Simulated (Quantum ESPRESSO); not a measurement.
**Hf in Quantum ESPRESSO: the effect of target pressure**

The system is Hf.

```
Hf
1.0
     3.19670    0.00000    0.00000
    -1.59835    2.76842    0.00000
     0.00000    0.00000    5.05780
Hf
2
Direct
  0.66667 0.33333 0.75000
  0.33333 0.66667 0.25000
```

Alike in all runs:

- Program: Quantum ESPRESSO 7.5
- Task: phonons
- Functional: LDA
- Potentials or basis: PseudoDojo 0.4.1 SR LDA standard
- Cutoff: 789 eV
- Density cutoff: 3157 eV
- k mesh: 8 × 8 × 4
- Occupations: cold, width 0.2 eV
- Spin: no spin polarisation

Each run relaxes the cell or the atoms first.

| target pressure | relaxed volume (Å³/atom) | highest phonon frequency (cm⁻¹) |
| --- | --- | --- |
| 0 GPa | 20.60 | 137 |
| 10 GPa | ? | ? |
| 25 GPa | 17.64 | 159 |
| 50 GPa | 15.80 | 183 |
| 80 GPa | 14.19 | 264 |

Q: What does the run with target pressure 10 GPa give?

A: Relaxed volume 19.19 Å³/atom; highest phonon frequency 148 cm⁻¹.

Worked out: In Murnaghan's law V^(-B') rises as a straight line in P. The other rows fit best with B' = 2.3, V0 = 20.59 Å³/atom and B0 = 136 GPa, which gives 19.24 Å³/atom at 10 GPa, against the run's 19.19. A parabola through the other rows of the highest phonon frequency, of slope 0.447 cm⁻¹ per GPa there, gives 142 cm⁻¹, against the run's 148.

Caveats: the mesh is thin for the phonons of a metal; the cell is more than 3 GPa from zero pressure, which shifts response properties (some runs); the volume moved by over 15 % at a fixed basis, so the end points are rough (some runs); some modes are imaginary (some runs).
